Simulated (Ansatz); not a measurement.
## Cr under changes of volume

One of the cells (14.347 Å³/atom); the others are scaled copies at fixed shape and fractional positions:

```
Cr
1.0
     2.73197    0.00000    0.00000
    -1.36599    2.36596    0.00000
     0.00000    0.00000    4.43921
Cr
2
Cartesian
  1.3660 0.7887 3.3294
  0.0000 1.5773 1.1098
```

This isn't the form of Cr at room conditions, which is bcc.

| Item | Value |
| --- | --- |
| Program | Ansatz 0.2.0 |
| Functional | LDA |
| Potentials or basis | Ansatz PAW |
| Cutoff | 420 eV (not typed: the program's choice for these potentials) |
| k mesh | 11 × 11 × 6 |
| Occupations | fermi-dirac, width 0.05 eV |
| Spin | collinear spin, ferromagnetic start |
| Starting moments | [3.0, 3.0] μB |

```csv
volume (Å³/atom),energy over the lowest point (meV/atom),pressure (GPa),moment (μB per cell)
13.503,0.00,-35.2,0.30
13.784,63.43,-37.0,0.62
14.066,129.34,-38.3,1.11
14.347,?,?,?
14.628,266.39,-40.3,1.58
14.910,337.91,-41.2,1.74
```

**Question.** What does the run at 14.347 Å³/atom give?

**Answer.** Energy over the lowest point 196.80 meV/atom; pressure -39.3 GPa; moment 1.41 μB per cell.

Worked out: A Birch-Murnaghan fit of order 3 (a polynomial in V^(-2/3)) to the other rows has no minimum within the range. It gives 196.92 meV/atom at 14.347 Å³/atom, against the run's 196.80, and -dE/dV = -39.1 GPa, against -39.3. A parabola through the other rows of the moment, of slope 0.931 μB per Å³/atom there, gives 1.35 μB, against the run's 1.41.

Energies are extrapolated to zero smearing.

Caveats: the PAW data sets come from PBE, with cores solved anew for the run's functional, which leaves a small shift of forces and pressure; the starting moments weren't kept (some runs).
